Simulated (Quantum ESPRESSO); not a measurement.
## Hf: phonons and electron-phonon coupling with PBE

Hf:

```xyz
1
Lattice="-1.8050 1.8050 1.8050 1.8050 -1.8050 1.8050 1.8050 1.8050 -1.8050" Properties=species:S:1:pos:R:3 pbc="T T T"
Hf    0.0000    0.0000    0.0000
```

This isn't the form of Hf at room conditions, which is hcp.

* Program: Quantum ESPRESSO 7.5
* Task: phonons and electron-phonon coupling
* Functional: PBE
* Potentials or basis: SPMS 1.0 PBE
* Cutoff: 707 eV
* Density cutoff: 2830 eV
* k mesh: 12 × 12 × 12
* Occupations: methfessel-paxton, width 0.272 eV
* Spin: no spin polarisation
* Mixing beta: 0.5
* Most SCF iterations: 120
* SCF threshold: 2e-10 Ry
* q mesh: 4 × 4 × 4

```
Relaxed volume                         : 22.25 Å³/atom
Relaxed cell                           : a = 3.069 Å, b = 3.069 Å, c = 3.069 Å, α = 109.47°, β = 109.47°, γ = 109.47°
Space group after relaxing (to 0.05 Å) : Im-3m (No. 229)
Pressure after relaxing                : 0.0 GPa
Band gap on the k mesh                 : none (metal or under the smearing width)
Highest phonon frequency               : 127 cm⁻¹
Most unstable mode                     : 92i cm⁻¹
```

Step by step:
```
step  energy change (eV)  largest force (eV/Å)  pressure (GPa)  volume (Å³)
   1              0.0000                0.0000           -5.00        23.52
   2             -0.0146                0.0000           -2.82        22.93
   3             -0.0207                0.0000            0.21        22.20
   4             -0.0207                0.0000           -0.01        22.25
   5             -0.0207                0.0000            0.00        22.25
```

Final structure:
```
Hf
1.0
    -1.77183    1.77183    1.77183
     1.77183   -1.77183    1.77183
     1.77183    1.77183   -1.77183
Hf
1
Direct
  0.00000 0.00000 0.00000
```

Levels at points of the mesh, in eV from the Fermi level:
```
              k point  band 4  band 5  band 6  band 7  band 8  band 9
   (0.00, 0.00, 0.00)  -29.77   -7.06    1.54    1.54    1.54    4.34
  (0.00, 0.00, -0.50)  -29.78   -3.39   -0.50    1.08    4.17    5.19
(-0.50, -0.50, -0.50)  -30.36   -2.59   -2.59    6.84    6.84    6.84
```

Phonon frequencies in cm⁻¹ (negative: imaginary):
| q point | frequencies |
| --- | --- |
| (0.000, 0.000, 0.000) | 0 0 0 |
| (0.219, -0.219, 0.219) | 59 78 78 |
| (0.438, -0.438, 0.438) | 123 126 126 |
| (0.273, -0.273, 0.500) | 100 112 117 |
| (0.000, 0.000, 0.458) | -90 90 90 |
| (0.000, 0.000, 0.167) | -33 37 71 |
| (0.050, 0.050, 0.050) | -13 -13 60 |
| (0.167, 0.167, 0.167) | -69 -69 109 |
| (0.283, 0.150, 0.283) | -79 -26 -26 |
| (0.400, -0.200, 0.400) | 103 110 110 |
| (0.250, 0.250, 0.250) | -61 -61 -61 |
| (0.056, 0.056, 0.444) | -92 85 87 |

Phonon frequencies at the corners of the path (cm⁻¹, interpolated; i marks imaginary ones):
```tsv
point	frequencies
Γ	0 0 0
H	127 127 127
N	92i 89 91
P	61i 61i 61i
```

Phonon states per cell in windows of 10 cm⁻¹ (negative: imaginary):
| from (cm⁻¹) | total |
| --- | --- |
| -100 | 0.00 |
| -90 | 0.12 |
| -80 | 0.13 |
| -70 | 0.10 |
| -60 | 0.10 |
| -50 | 0.08 |
| -40 | 0.07 |
| -30 | 0.06 |
| -20 | 0.05 |
| -10 | 0.05 |
| 0 | 0.05 |
| 10 | 0.05 |
| 20 | 0.06 |
| 30 | 0.08 |
| 40 | 0.10 |
| 50 | 0.13 |
| 60 | 0.16 |
| 70 | 0.19 |
| 80 | 0.26 |
| 90 | 0.42 |
| 100 | 0.46 |
| 110 | 0.22 |
| 120 | 0.07 |

It took 28 min on 4 MPI ranks on Intel(R) Xeon(R) Platinum 8259CL CPU @ 2.50GHz (Skylake/Cascade Lake) (shared host), peak memory 0.4 GiB a rank.

Caveat: some modes are imaginary; λ from interpolated matrix elements is rough: modes that symmetry makes equal can differ by tens of percent. The run has no spin-orbit coupling, so splittings on Hf are missing.
